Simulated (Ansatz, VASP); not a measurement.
# One calculation of LiF, two programs

```
CELL_PARAMETERS angstrom
0.00000 2.01400 2.01400
2.01400 0.00000 2.01400
2.01400 2.01400 0.00000
ATOMIC_POSITIONS crystal
Li 0.00000 0.00000 0.00000
F 0.40690 0.40690 0.59310
```

Change from the starting cell: all F atoms moved +0.375 Å, as atom 2 towards its neighbour atom 1 (Li) at 2.014 Å.

Alike in both runs: task single point; functional PBE; k mesh 10 × 10 × 10; occupations gaussian, width 0.05 eV; no spin polarisation.

|  | VASP | Ansatz |
| --- | --- | --- |
| version | VASP 6.6.1 | Ansatz 0.2.0 |
| potentials or method | VASP PAW PBE potentials, release 64 (Li_sv, F) | scalar-relativistic, plane waves, PAW |
| plane-wave cutoff (eV) | 520 | 420 |
| valence electrons in the cell | 10 | 10 |

VASP gave:

* gap on the k mesh at the Fermi level (eV): 8.88
* least direct gap on the mesh (eV): 8.88
* rms of the force components (eV/Å): 0.972

Task: Estimate Ansatz's values.

Result: gap on the k mesh at the Fermi level (eV): 8.88; least direct gap on the mesh (eV): 8.88; rms of the force components (eV/Å): 0.915.

Atom by atom the forces differ by 0.057 eV/Å (rms over components). The functional is the same, so the differences come from potentials, cutoffs and numerics.

Caveats: forces of over 1 eV/Å show positions far from the minimum, so gaps and moduli don't describe the material at rest. A k mesh can miss the band edges.
